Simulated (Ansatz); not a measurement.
Ge:

```
Ge
1.0
    -2.57449    2.57449    1.39741
     2.57449   -2.57449    1.39741
     2.57449    2.57449   -1.39741
Ge
2
Direct
  0.50000 0.50000 0.00000
  0.25000 0.75000 0.50000
```

This isn't the form of Ge at room conditions, which is diamond.

* Program: Ansatz 0.2.0
* Task: single point
* Functional: PBEsol
* Potentials or basis: Ansatz PAW
* Cutoff: 420 eV (not typed: the program's choice for these potentials)
* k mesh: 11 × 11 × 11
* Occupations: fermi-dirac, width 0.05 eV
* Spin: no spin polarisation

On this cell: pressure -0.6 GPa; largest force under 0.003 eV/Å; band gap on the k mesh none (metal or under the smearing width).

The same run follows on a disturbed copy (atoms moved at random, drawn with an rms of 0.05 Å):

```xyz
2
Lattice="-2.5745 2.5745 1.3974 2.5745 -2.5745 1.3974 2.5745 2.5745 -1.3974" Properties=species:S:1:pos:R:3 pbc="T T T"
Ge   -0.0291   -0.0055    1.3415
Ge    2.5858    0.0243    0.6717
```

Question: What does the disturbed cell give?

Answer: The energy (extrapolated to zero smearing) moves by +2.4 meV/atom; pressure -0.5 GPa; largest force 0.185 eV/Å; band gap on the k mesh none (metal or under the smearing width).

Forces in eV/Å, atoms in the order of the input:
```
Ge   0.155  0.099  0.020
Ge  -0.155 -0.099 -0.020
```

Stress tensor (GPa, compression positive):
```
 0.00 -0.02  0.31
-0.02 -0.79 -0.20
 0.31 -0.20 -0.84
```

Caveats: the PAW data sets come from PBE, with cores solved anew for the run's functional, which leaves a small shift of forces and pressure.
